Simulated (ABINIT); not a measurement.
# NiO (F-43m) in ABINIT: reference runs

Aim: a first look at NiO with PBE, on the cell as given.

All numbers are computed with ABINIT 10.8.3 (patched build); they aren't measurements. Logs are shortened: lines on timing, memory, paths and dates and some standing lists are left out, and cuts for length are marked. The log counts tension as positive stress, the text compression.

### Step 1. The crystal as given

It takes space group F-43m (No. 216, cubic). The conventional cell has a = 4.481 Å, b = 4.481 Å, c = 4.481 Å, α = 90.00°, β = 90.00°, γ = 90.00°. Ni (site symmetry -43m) has 4 O at 1.94 Å as nearest neighbours. O (site symmetry -43m) has 4 Ni at 1.94 Å as nearest neighbours.

The cell was built by a generator and needn't be a form met in nature.

### Step 2. Single point, PBE, collinear spin, ferromagnetic start

run.abi reads:

```
# Pseudopotentials
pp_dirpath "./"
pseudos "Ni.GGA_PBE-JTH.xml, O.GGA_PBE-JTH.xml"

# Structure
structure "poscar:POSCAR"
natom 2

# Plane-wave basis
ecut 1115.666836 eV
pawecutdg 63.0
pawxcdev 0

# k points
kptopt 1
ngkpt 10 10 10
nshiftk 1
shiftk 0.0 0.0 0.0

# Exchange and correlation
ixc 11

# Bands and occupations
nband 17
occopt 3
tsmear 0.05 eV

# Spin
nsppol 2
spinat
     0.0000000000     0.0000000000     1.0000000000
     0.0000000000     0.0000000000     0.0000000000

# SCF cycle
nstep 100
tolvrs 1.0e-9

# Output
iomode 3
prtwf 0
prtden 0
prteig 0
prtebands 0
enunit 1
```

POSCAR reads:

```
NiO
1.0
    0.0000000000      2.2406300000      2.2406300000
    2.2406300000      0.0000000000      2.2406300000
    2.2406300000      2.2406300000      0.0000000000
Ni O
1 1
Direct
    0.0000000000      0.0000000000      0.0000000000  Ni
    0.7500000000      0.7500000000      0.7500000000  O
```

Potentials or basis: JTH PAW PBE v2.0.

Command:

```sh
> abinit run.abi > log 2>&1
```

run.abo:

```text
.Version 10.8.3 of ABINIT
 Symmetries : space group F-4 3 m (#216); Bravais cF (face-center cubic)
================================================================================
 Values of the parameters that define the memory need of the present run
     intxc =       0    ionmov =       0      iscf =      17    lmnmax =      18
     lnmax =       6     mgfft =      36  mpssoang =       3    mqgrid =    3001
     natom =       2  nloc_mem =       2    nspden =       2   nspinor =       1
    nsppol =       2      nsym =      24    n1xccc =       1    ntypat =       2
    occopt =       3   xclevel =       2
       mpw =        1918          nfft =       46656          nkpt =          47
 PAW method is used; the additional fine FFT grid is defined by:
   mgfftf=        45    nfftf =     91125
================================================================================
================================================================================

--------------------------------------------------------------------------------
------------- Echo of variables that govern the present computation ------------
--------------------------------------------------------------------------------
 -outvars: echo values of preprocessed input variables --------
            acell      1.0000000000E+00  1.0000000000E+00  1.0000000000E+00 Bohr
              amu      5.86900000E+01  1.59994000E+01
             ecut      4.10000000E+01 Hartree
           enunit           1
              ixc          11
         kptrlatt       10    0    0      0   10    0      0    0   10
          kptrlen      5.98803061E+01
            natom           2
            nband          17
            ngfft          36      36      36
          ngfftdg          45      45      45
             nkpt          47
           nspden           2
           nsppol           2
            nstep         100
             nsym          24
           ntypat           2
           occopt           3
        pawecutdg      6.30000000E+01 Hartree
         pawxcdev           0
           prtden           0
        prtebands           0
           prteig           0
            prtwf           0
            rprim      0.0000000000E+00  4.2341770495E+00  4.2341770495E+00
                       4.2341770495E+00  0.0000000000E+00  4.2341770495E+00
                       4.2341770495E+00  4.2341770495E+00  0.0000000000E+00
          spgroup         216
           spinat      0.0000000000E+00  0.0000000000E+00  1.0000000000E+00
                       0.0000000000E+00  0.0000000000E+00  0.0000000000E+00
           tolvrs      1.00000000E-09
           tsmear      1.83746611E-03 Hartree
            typat      1  2
           useylm           1
           xangst      0.0000000000E+00  0.0000000000E+00  0.0000000000E+00
                       3.3609450000E+00  3.3609450000E+00  3.3609450000E+00
            xcart      0.0000000000E+00  0.0000000000E+00  0.0000000000E+00
                       6.3512655742E+00  6.3512655742E+00  6.3512655742E+00
             xred      0.0000000000E+00  0.0000000000E+00  0.0000000000E+00
                       7.5000000000E-01  7.5000000000E-01  7.5000000000E-01
            znucl       28.00000    8.00000

================================================================================

 chkinp: Checking input parameters for consistency.

================================================================================
== DATASET  1 ==================================================================

--- !DatasetInfo
iteration_state: {dtset: 1, }
dimensions: {natom: 2, nkpt: 47, mband: 17, nsppol: 2, nspinor: 1, nspden: 2, mpw: 1918, }
cutoff_energies: {ecut:  41.0, pawecutdg:  63.0, }
electrons: {nelect:   2.40000000E+01, charge:   0.00000000E+00, occopt:   3.00000000E+00, tsmear:   1.83746611E-03, }
meta: {optdriver: 0, ionmov: 0, optcell: 0, iscf: 17, paral_kgb: 0, }
...

 Exchange-correlation functional for the present dataset will be:
  GGA: Perdew-Burke-Ernzerhof functional - ixc=11
  J.P.Perdew, K.Burke, M.Ernzerhof, PRL 77, 3865 (1996)

 Real(R)+Recip(G) space primitive vectors, cartesian coordinates (Bohr,Bohr^-1):
 R(1)=  0.0000000  4.2341770  4.2341770  G(1)= -0.1180867  0.1180867  0.1180867
 R(2)=  4.2341770  0.0000000  4.2341770  G(2)=  0.1180867 -0.1180867  0.1180867
 R(3)=  4.2341770  4.2341770  0.0000000  G(3)=  0.1180867  0.1180867 -0.1180867
 Unit cell volume ucvol=  1.5182281E+02 bohr^3
 Angles (23,13,12)=  6.00000000E+01  6.00000000E+01  6.00000000E+01 degrees

 Coarse grid specifications (used for wave-functions):
[... 76 lines left out ...]
lattice_angles: [ 60.000,  60.000,  60.000, ] # degrees, (23, 13, 12)
lattice_volume:   1.5182281E+02
convergence: {deltae:  1.421E-12, res2:  8.240E-11, residm:  1.202E-06, diffor: null, }
etotal    :  -1.86977410E+02
entropy   :   0.00000000E+00
fermie    :   2.50147945E-01
cartesian_stress_tensor: # hartree/bohr^3
- [  1.68258083E-04,   0.00000000E+00,   0.00000000E+00, ]
- [  0.00000000E+00,   1.68258083E-04,   0.00000000E+00, ]
- [  0.00000000E+00,   0.00000000E+00,   1.68258083E-04, ]
pressure_GPa:  -4.9503E+00
xred      :
- [  0.0000E+00,   0.0000E+00,   0.0000E+00, Ni]
- [  7.5000E-01,   7.5000E-01,   7.5000E-01,  O]
cartesian_forces: # hartree/bohr
- [ -0.00000000E+00,  -0.00000000E+00,  -0.00000000E+00, ]
- [ -0.00000000E+00,  -0.00000000E+00,  -0.00000000E+00, ]
force_length_stats: {min:   0.00000000E+00, max:   0.00000000E+00, mean:   0.00000000E+00, }
...

 Integrated electronic and magnetization densities in atomic spheres:
 ------------------------------------------------------------------------------------------------------------
 Radius=ratsph(iatom), smearing ratsm=  0.0000. Diff(up-dn)=approximate z local magnetic moment.
    Atom    Radius    up_density   dn_density  Total(up+dn)  Diff(up-dn)
    1 Ni   1.81432     7.887270     7.887271     15.774541    -0.000000
    2  O   1.41465     2.254356     2.254356      4.508711    -0.000000
 ------------------------------------------------------------------------------------------------------------
  Sum:                10.141626    10.141626     20.283252    -0.000000
 Total magnetization (from the atomic spheres):               -0.000000
 Total magnetization (exact up - dn):                          0.000000

================================================================================

 ----iterations are completed or convergence reached----

 Mean square residual over all n,k,spin=   10.762E-10; max=  12.024E-07
 reduced coordinates (array xred) for    2 atoms
       0.000000000000      0.000000000000      0.000000000000
       0.750000000000      0.750000000000      0.750000000000
 rms dE/dt=  0.0000E+00; max dE/dt=  0.0000E+00; dE/dt below (all hartree)
    1       0.000000000000      0.000000000000      0.000000000000
    2       0.000000000000      0.000000000000      0.000000000000

 cartesian coordinates (angstrom) at end:
    1      0.00000000000000     0.00000000000000     0.00000000000000
    2      3.36094500000000     3.36094500000000     3.36094500000000

 cartesian forces (hartree/bohr) at end:
    1     -0.00000000000000    -0.00000000000000    -0.00000000000000
    2     -0.00000000000000    -0.00000000000000    -0.00000000000000
 frms,max,avg= 0.0000000E+00 0.0000000E+00   0.000E+00  0.000E+00  0.000E+00 h/b

 cartesian forces (eV/Angstrom) at end:
    1     -0.00000000000000    -0.00000000000000    -0.00000000000000
    2     -0.00000000000000    -0.00000000000000    -0.00000000000000
 frms,max,avg= 0.0000000E+00 0.0000000E+00   0.000E+00  0.000E+00  0.000E+00 e/A
 length scales=  1.000000000000  1.000000000000  1.000000000000 bohr
              =  0.529177210544  0.529177210544  0.529177210544 angstroms
 Fermi (or HOMO) energy (eV) =   6.80687   Average Vxc (eV)= -11.20214
 Eigenvalues (   eV  ) for nkpt=  47  k points, SPIN UP:
 kpt#   1, nband= 17, wtk=  0.00100, kpt=  0.0000  0.0000  0.0000 (reduced coord)
 -96.51886  -56.92142  -56.92142  -56.92142  -13.11642    1.25255    1.25255    1.25255
   5.23789    5.23789    7.33229    7.85470    7.85470    7.85470   21.23806   21.23806
  21.23806
 prteigrs : prtvol=0 or 1, do not print more k-points.

 Eigenvalues (   eV  ) for nkpt=  47  k points, SPIN DOWN:
 kpt#   1, nband= 17, wtk=  0.00100, kpt=  0.0000  0.0000  0.0000 (reduced coord)
 -96.51886  -56.92142  -56.92142  -56.92142  -13.11642    1.25255    1.25255    1.25255
   5.23789    5.23789    7.33229    7.85470    7.85470    7.85470   21.23806   21.23806
  21.23806
 prteigrs : prtvol=0 or 1, do not print more k-points.

--- !EnergyTerms
iteration_state     : {dtset: 1, }
comment             : Components of total free energy in Hartree
kinetic             :  3.64016123742280E+01
hartree             :  5.60552231680744E+01
xc                  : -9.52586902507964E+00
Ewald energy        : -1.07681403900287E+02
psp_core            :  4.20239622495180E+00
local_psp           : -1.61845641350953E+02
PAW spherical_terms : -4.58262297734520E+00
internal            : -1.86976305486411E+02
'-kT*entropy'       : -1.10418452883929E-03
total_energy        : -1.86977409670940E+02
total_energy_eV     : -5.08791451382897E+03
...

--- !EnergyTermsDC
iteration_state     : {dtset: 1, }
comment             : '"Double-counting" decomposition of free energy'
band_energy         : -1.86586189157529E+01
Ewald energy        : -1.07681403900287E+02
psp_core            :  4.20239622495180E+00
xc_dc               : -5.31974940448794E+01
PAW spherical_terms : -1.16411848443028E+01
internal            : -1.86976305480270E+02
'-kT*entropy'       : -1.10418452883929E-03
total_energy_dc     : -1.86977409664799E+02
total_energy_dc_eV  : -5.08791451366187E+03
...

--- !EnergyTermsWithPAWCore
iteration_state     : {dtset: 1, }
comment             : 'Components of total free energy, including PAW core contributions'
Total energy        : -1.59601705966116E+03
Total energy DC     : -1.59601705965502E+03
Total energy (eV)   : -4.34298366656148E+04
Total energy DC (eV): -4.34298366654477E+04
...

 Cartesian components of stress tensor (hartree/bohr^3)
  sigma(1 1)=  1.68258083E-04  sigma(3 2)=  0.00000000E+00
  sigma(2 2)=  1.68258083E-04  sigma(3 1)=  0.00000000E+00
  sigma(3 3)=  1.68258083E-04  sigma(2 1)=  0.00000000E+00

-Cartesian components of stress tensor (GPa)         [Pressure= -4.9503E+00 GPa]
- sigma(1 1)=  4.95032373E+00  sigma(3 2)=  0.00000000E+00
- sigma(2 2)=  4.95032373E+00  sigma(3 1)=  0.00000000E+00
- sigma(3 3)=  4.95032373E+00  sigma(2 1)=  0.00000000E+00

== END DATASET(S) ==============================================================
================================================================================

 -outvars: echo values of variables after computation  --------
            acell      1.0000000000E+00  1.0000000000E+00  1.0000000000E+00 Bohr
           etotal     -1.8697740966E+02
            fcart     -0.0000000000E+00 -0.0000000000E+00 -0.0000000000E+00
                      -0.0000000000E+00 -0.0000000000E+00 -0.0000000000E+00
            rprim      0.0000000000E+00  4.2341770495E+00  4.2341770495E+00
                       4.2341770495E+00  0.0000000000E+00  4.2341770495E+00
                       4.2341770495E+00  4.2341770495E+00  0.0000000000E+00
           strten      1.6825808350E-04  1.6825808350E-04  1.6825808350E-04
                       0.0000000000E+00  0.0000000000E+00  0.0000000000E+00
           xangst      0.0000000000E+00  0.0000000000E+00  0.0000000000E+00
                       3.3609450000E+00  3.3609450000E+00  3.3609450000E+00
             xred      0.0000000000E+00  0.0000000000E+00  0.0000000000E+00
                       7.5000000000E-01  7.5000000000E-01  7.5000000000E-01
 Calculation completed.
```

It took 3.2 min on 1 thread of Arm Neoverse V1, shared host; peak memory 0.2 GiB.

Results:

```
Free energy                                           : -5087.9145 eV
Pressure                                              : -5.0 GPa
Band gap on the k mesh                                : none (metal or under the smearing width)
Net moment                                            : 0.00 μB per cell
Valence electrons inside the program's atomic spheres : Ni 15.77; O 4.51
```

Caveat: small starting moments can end in a higher magnetic state in this program; semilocal functionals often make such compounds metallic where correlation or magnetic order opens a gap, which also shifts bond lengths.
